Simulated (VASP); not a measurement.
A run of VASP 6.6.1:

Contents of INCAR:

```
SYSTEM = TaC
PREC = Accurate
ENCUT = 520
EDIFF = 1E-7
ISMEAR = -1
SIGMA = 0.05
LREAL = .False.
LASPH = .True.
NELM = 80
ALGO = Normal
ISIF = 2
LWAVE = .False.
LCHARG = .False.
GGA = PS
LEFG = .True.
```

Contents of KPOINTS:

```
regular mesh
0
Gamma
  5 5 5
  0 0 0
```

Contents of POSCAR:

```
TaC
1.0
    0.0000000000      2.2230000000      2.2230000000
    2.2230000000      0.0000000000      2.2230000000
    2.2230000000      2.2230000000      0.0000000000
Ta C
1 1
Direct
    0.0000000000      0.0000000000      0.0000000000
    0.5000000000      0.5000000000      0.5000000000
```

Potentials or basis: VASP PAW PBE potentials, release 64 (Ta_pv, C).

The run is started by

```console
$ cat potpaw_PBE.64/Ta_pv/POTCAR potpaw_PBE.64/C/POTCAR > POTCAR
$ mpirun -np 1 vasp_std > vasp.out
```

Hardware: 1 thread of Intel(R) Xeon(R) Platinum 8488C (Sapphire Rapids), with other jobs on the host.

**Question.** Estimate the wall time of this run.

**Answer.** Wall time 3.1 s on 1 thread of Intel(R) Xeon(R) Platinum 8488C (Sapphire Rapids), on a shared host, peak memory 0.13 GiB. Counts: scf iterations 13, k points 10.
